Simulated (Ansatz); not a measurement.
InSe: equation of state with LDA

InSe:

```xyz
4
Lattice="5.8264 -2.0546 0.0000 5.8264 2.0546 0.0000 -1.7232 0.0000 4.7713" Properties=species:S:1:pos:R:3 pbc="T T T"
In   10.2693    0.0000    0.2235
In   -0.3398    0.0000    4.5479
Se    6.5489    0.0000    3.1918
Se    3.3807    0.0000    1.5795
```

The cell comes from a database or a generator and needn't be the stable form of this composition.

```json
{
 "Program": "Ansatz 0.2.0",
 "Task": "equation of state",
 "Functional": "LDA",
 "Potentials or basis": "all-electron LAPW, scalar-relativistic",
 "Basis error allowed": "0.002 eV/atom",
 "k mesh": "7 × 7 × 6",
 "Occupations": "fermi-dirac, width 0.05 eV",
 "Spin": "no spin polarisation"
}
```

```yaml
Equilibrium_volume: 27.05 Å³/atom
Bulk_modulus_at_fixed_shape_and_positions: 58 GPa
Pressure_derivative_of_the_bulk_modulus: 4.8
```

Energy against volume, from the lowest point:
```tsv
volume (Å³/atom)	energy (meV/atom)
26.846	0.00
27.417	0.60
27.988	5.27
28.559	13.53
29.131	24.99
29.702	39.24
30.273	55.97
```

All runs of the series together: 7.1 min on 2 threads of Arm Neoverse V1 (shared host).

Caveat: the cell was scaled at fixed shape and fractional positions, which overstates the stiffness of a crystal with free parameters, most of all of layers and chains.
